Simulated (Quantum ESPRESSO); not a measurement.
Mg, 2 atoms in the cell. It takes space group P6_3/mmc (No. 194, hexagonal). The conventional cell has a = 3.209 Å, b = 3.209 Å, c = 5.210 Å, α = 90.00°, β = 90.00°, γ = 120.00°. Mg (site symmetry -6m2) has 12 Mg at 3.20 to 3.21 Å as nearest neighbours. 

- Program: Quantum ESPRESSO 7.5
- Task: single point
- Functional: PBE
- Potentials or basis: SG15 PBE 1.2
- Cutoff: 952 eV
- Density cutoff: 3810 eV
- k mesh: 4 × 4 × 2
- Occupations: fermi-dirac, width 0.05 eV
- Spin: no spin polarisation
- Mixing beta: 0.5
- Most SCF iterations: 120
- SCF threshold: 4e-10 Ry

Potentials or basis: SG15 PBE 1.2.

Command:

```console
$ OMP_NUM_THREADS=1 mpirun -n 2 pw.x -nk 2 -in pw.in > pw.out
```

Hardware: 2 MPI ranks on Arm Neoverse V1, on a shared host.

Task: Estimate the wall time of this run.

Result: Run time: 3.9 s on 2 MPI ranks on Arm Neoverse V1, on a shared host, peak memory 0.12 GiB a rank. Counts: scf iterations 7, k pools 2, bands 16, k points 8, g dense 24791.
